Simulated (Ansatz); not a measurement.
Crystal: Rh.

```
CELL_PARAMETERS angstrom
2.69174 0.00000 0.00000
-1.34587 2.33112 0.00000
0.00000 0.00000 8.79807
ATOMIC_POSITIONS crystal
Rh 0.66667 0.33333 0.75000
Rh 0.00000 0.00000 0.50000
Rh 0.33333 0.66667 0.25000
Rh 0.00000 0.00000 0.00000
```

This isn't the form of Rh at room conditions, which is fcc.

Program: Ansatz 0.2.0. Alike in all runs: potentials or basis Ansatz PAW; no spin polarisation; cell as given; smearing fermi-dirac 0.05 eV.

Question: Order these runs on this cell by their pressure, lowest first.
A. level r2SCAN; k mesh 6 × 6 × 2; cutoff (eV) 500; mesh quality coarse
B. level PBEsol; k mesh 11 × 11 × 3; cutoff (eV) 420; points for each segment of the path 14; mesh quality not flagged
C. level LDA; k mesh 6 × 6 × 2; cutoff (eV) 420; mesh quality coarse

Answer: C (-11.1 GPa), B (-5.5 GPa), A (-0.6 GPa).

Caveats: some runs use coarse meshes; the PAW data sets come from PBE, with cores solved anew for the run's functional, which leaves a small shift of forces and pressure; the density of states is complete only up to the lowest level of the last band computed (some runs).

Not every run made on this cell is shown here.
